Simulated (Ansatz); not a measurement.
**Strain and the gap of MgO (rocksalt)**

MgO in the rocksalt structure, relaxed with r2SCAN in Ansatz. It is cubic, Fm-3m (No. 225); conventional cell a = 4.204 Å, 9.29 Å³ an atom. Around Mg lie 6 O at 2.10 Å; around O lie 6 Mg at 2.10 Å.

The axes x, y and z are those of this cell:
```yaml
crystal:
  lattice:
    - [0.00000, 2.10217, 2.10217]
    - [2.10217, 0.00000, 2.10217]
    - [2.10217, 2.10217, 0.00000]
  atoms:
    - { symbol: Mg, position: [0.00000, 0.00000, 0.00000] }
    - { symbol: O, position: [0.50000, 0.50000, 0.50000] }
```

Unstrained: With PBE the gap is 4.797 eV and direct, at Γ. The r2SCAN gap is direct at Γ: 5.685 eV. HSE06 gives a direct gap of 6.541 eV at Γ. Meshes: PBE 10×10×10, r2SCAN 10×10×10, HSE06 8×8×8. Strains are changes of length per length. After each strain the atoms were relaxed again with r2SCAN within the symmetry that the strain leaves, so tilts or polar shifts that break it weren't tested; points keep the names that they have in the unstrained zone. (Simulation; spin polarisation is off.)

Changes of the least gap in eV (an overlap counts as a negative gap):
```csv
strain,volume change (%),space group,PBE,r2SCAN,HSE06,G0W0@PBE (mesh),"energy rise, r2SCAN (meV/atom)"
"epitaxial -4.0 % in the plane normal to [111], free normal strain +1.34 %",-6.6,R-3m,+0.478,+0.502,+0.542,+0.62,42.5
"epitaxial -3.0 % in the plane normal to [111], free normal strain +1.01 %",-5.0,R-3m,+0.368,+0.386,+0.417,+0.48,23.4
"epitaxial -2.0 % in the plane normal to [111], free normal strain +0.67 %",-3.3,R-3m,+0.251,+0.263,+0.284,+0.32,10.2
"epitaxial -1.0 % in the plane normal to [111], free normal strain +0.34 %",-1.7,R-3m,+0.127,+0.134,+0.144,+0.17,2.5
"epitaxial +1.0 % in the plane normal to [111], free normal strain -0.33 %",+1.7,R-3m,-0.228,-0.236,-0.242,-0.28,2.4
"epitaxial +2.0 % in the plane normal to [111], free normal strain -0.66 %",+3.4,R-3m,-0.452,-0.468,-0.481,-0.55,9.2
"epitaxial +3.0 % in the plane normal to [111], free normal strain -0.99 %",+5.0,R-3m,-0.670,-0.694,-0.714,-0.82,20.3
"epitaxial +4.0 % in the plane normal to [111], free normal strain -1.33 %",+6.7,R-3m,-0.883,-0.916,-0.943,-1.08,35.3
```
Unstrained, G0W0@PBE with 77 empty bands, a screening cutoff of 150 eV and a 6×6×6 mesh gives 7.23 eV on its mesh; the band count follows the volume. No extrapolation in bands, cutoff or mesh was made for G0W0.

Epitaxial -4.0 % in the plane normal to [111], free normal strain +1.34 %. HSE06: the gap goes from 6.541 to 7.083 eV (+0.542 eV); with r2SCAN the top three valence levels at Γ, degenerate before, become 2+1 from the top over 468 meV. Stress change with r2SCAN, compression positive: xx +13.13, yy +13.13, zz +13.13, xy -6.58, xz -6.58, yz -6.58 GPa.

Epitaxial -3.0 % in the plane normal to [111], free normal strain +1.01 %. HSE06: the gap goes from 6.541 to 6.958 eV (+0.417 eV); with r2SCAN the top three valence levels at Γ, degenerate before, become 2+1 from the top over 339 meV. Stress change with r2SCAN, compression positive: xx +9.44, yy +9.44, zz +9.44, xy -4.73, xz -4.73, yz -4.73 GPa.

Epitaxial -2.0 % in the plane normal to [111], free normal strain +0.67 %. HSE06: the gap goes from 6.541 to 6.825 eV (+0.284 eV); with r2SCAN the top three valence levels at Γ, degenerate before, become 2+1 from the top over 218 meV. Stress change with r2SCAN, compression positive: xx +6.04, yy +6.04, zz +6.04, xy -3.03, xz -3.03, yz -3.03 GPa.

Epitaxial -1.0 % in the plane normal to [111], free normal strain +0.34 %. HSE06: the gap goes from 6.541 to 6.685 eV (+0.144 eV); with r2SCAN the top three valence levels at Γ, degenerate before, become 2+1 from the top over 105 meV. Stress change with r2SCAN, compression positive: xx +2.89, yy +2.89, zz +2.89, xy -1.45, xz -1.45, yz -1.45 GPa.

Epitaxial +1.0 % in the plane normal to [111], free normal strain -0.33 %. HSE06: the gap goes from 6.541 to 6.299 eV (-0.242 eV); with r2SCAN the top three valence levels at Γ, degenerate before, become 1+2 from the top over 98 meV. Stress change with r2SCAN, compression positive: xx -2.68, yy -2.68, zz -2.68, xy +1.33, xz +1.33, yz +1.33 GPa.

Epitaxial +2.0 % in the plane normal to [111], free normal strain -0.66 %. HSE06: the gap goes from 6.541 to 6.060 eV (-0.481 eV); with r2SCAN the top three valence levels at Γ, degenerate before, become 1+2 from the top over 189 meV. Stress change with r2SCAN, compression positive: xx -5.14, yy -5.14, zz -5.14, xy +2.56, xz +2.56, yz +2.56 GPa.

Epitaxial +3.0 % in the plane normal to [111], free normal strain -0.99 %. PBE: the gap goes from 4.797 to 4.127 eV (-0.670 eV); least and direct gap lie within 0.04 eV, so its kind isn't settled. HSE06: the gap goes from 6.541 to 5.827 eV (-0.714 eV); with r2SCAN the top three valence levels at Γ, degenerate before, become 1+2 from the top over 274 meV. Stress change with r2SCAN, compression positive: xx -7.39, yy -7.39, zz -7.39, xy +3.69, xz +3.69, yz +3.69 GPa.

Epitaxial +4.0 % in the plane normal to [111], free normal strain -1.33 %. HSE06: the gap goes from 6.541 to 5.598 eV (-0.943 eV); with r2SCAN the top three valence levels at Γ, degenerate before, become 1+2 from the top over 352 meV. Stress change with r2SCAN, compression positive: xx -9.47, yy -9.47, zz -9.47, xy +4.72, xz +4.72, yz +4.72 GPa.

The meshes of the hybrids are coarse, so their gaps aren't converged to the digits shown.

The splittings at Γ are without spin-orbit coupling, which regroups them where it is of like size or larger.
